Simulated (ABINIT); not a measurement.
Wanted: the native input for an ABINIT 10.8.3 (patched build) run.

| Quantity | Value |
| --- | --- |
| Task | equation of state |
| Functional | AM05 |
| Potentials or basis | JTH PAW PBE v2.0 |
| Cutoff | 435 eV |
| k mesh | 12 × 12 × 12 |
| Occupations | fermi-dirac, width 0.05 eV |
| Spin | no spin polarisation |
| Fine-grid cutoff | 870.764 eV |
| Exchange and correlation inside the PAW spheres | full angular mesh (pawxcdev 0, this build's default; the released program takes 1) |

The system is Ir.

```
Ir
1.0
     0.00000    1.91560    1.91560
     1.91560    0.00000    1.91560
     1.91560    1.91560    0.00000
Ir
1
Direct
  0.00000 0.00000 0.00000
```

These files were run (other wordings do the same):

run.abi

```
ndtset 7
getwfk -1
scalecart1 3*0.9795861087
scalecart2 3*0.9864848297
scalecart3 3*0.9932883884
scalecart4 3*1.0000000000
scalecart5 3*1.0066227096
scalecart6 3*1.0131594038
scalecart7 3*1.0196128224

pp_dirpath "./"
pseudos "Ir.GGA_PBE-JTH.xml"

acell 5.1193956283 5.1193956283 5.1193956283
rprim
     0.0000000000     0.7071067812     0.7071067812
     0.7071067812     0.0000000000     0.7071067812
     0.7071067812     0.7071067812     0.0000000000
ntypat 1
znucl 77
natom 1
typat 1
xred
     0.0000000000     0.0000000000     0.0000000000

ecut 16.0
pawecutdg 32.0

kptopt 1
ngkpt 12 12 12
nshiftk 1
shiftk 0.0 0.0 0.0

ixc -120135

nband 12
occopt 3
tsmear 0.05 eV

nstep 100
tolvrs 1.0e-9

iomode 3
prtwf 1
prtden 0
prteig 0
prtebands 0
```

Potentials or basis: JTH PAW PBE v2.0.

Run with:

```bash
$ abinit run.abi > log 2>&1
```

Results of the run:

```json
{
  "Equilibrium volume": "13.94 Å³/atom",
  "Bulk modulus": "399 GPa",
  "Pressure derivative of the bulk modulus": "5.6 (rough: it moves with the points fitted)"
}
```

Caveat: pressures at fixed basis lie under the slope of the energies; the PAW data sets were made with another functional, which shifts forces and pressure a little; the atomic spheres overlap.

Wall time 72 s on 1 thread of Intel(R) Xeon(R) Platinum 8488C (Sapphire Rapids), with other jobs on the host, peak memory 0.13 GiB.
